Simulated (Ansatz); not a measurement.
## Ionic part of the dielectric constant of MgO at 26.2 GPa, mode by mode

These are results of DFT PBEsol, scalar-relativistic, plane waves, PAW (Ansatz 0.2.0), not measurements. Settings: 420 eV plane-wave cutoff, Γ-centred 10×10×10 mesh, fixed occupations. No spin polarisation. Phonons by linear response, acoustic sum rule imposed.

Symmetry: Fm-3m, No. 225, cubic system. Conventional cell: a = 4.038 Å, b = 4.038 Å, c = 4.038 Å, α = 90.00°, β = 90.00°, γ = 90.00°. Mg (site symmetry m-3m) has 6 O at 2.02 Å as nearest neighbours. Around O (site symmetry m-3m) lie 6 Mg at 2.02 Å.

The cell is the ideal cubic rocksalt prototype.

The primitive cell has V = 16.46 Å³ and ε∞,xx = 3.117. Each polar mode adds Δε = (4.92064×10⁷/V)·S/ν² along x, with S its oscillator strength in e²/amu, ν in cm⁻¹ and V in Å³.

**Question.** From these modes, find each Δε and ε0,xx.
| ν (cm⁻¹) | S_xx (e²/amu) |
| --- | --- |
| 509.8 | 0.3849 |

**Answer.**
```json
{"ν (cm⁻¹)": "509.8", "Δε": "4.43"}
```

The sum is 4.428, so ε0,xx = 7.54; the run's tensor has 7.54.

**Question.** Where do the longitudinal modes lie for a wave vector along x?

**Answer.** At 793 cm⁻¹. The Lyddane–Sachs–Teller product Π(ν_LO/ν_TO)² = 2.42 matches ε0/ε∞ = 2.42.

The lattice contributes more to the static permittivity of compressed MgO than the electrons do: the single polar mode adds 4.43, against an ε∞ of 3.117. Rocksalt has only one infrared-active optical branch, threefold degenerate at the zone centre, in which the Mg and O sublattices move against each other, so the whole ionic response along x rests on one frequency and one strength. With the reduced mass of the pair, that strength implies a Born effective charge close to the nominal divalent value, as expected for a strongly ionic oxide with a wide gap and little dynamical charge transfer. The same charge, only weakly screened by the electrons, creates the macroscopic field that lifts the longitudinal mode from 509.8 to 793 cm⁻¹. Compression normally stiffens the short-range Mg–O repulsion and raises the transverse frequency, which enters the ionic term as an inverse square; the static constant is therefore probably lower here than at ambient pressure, though a single volume cannot establish that trend.
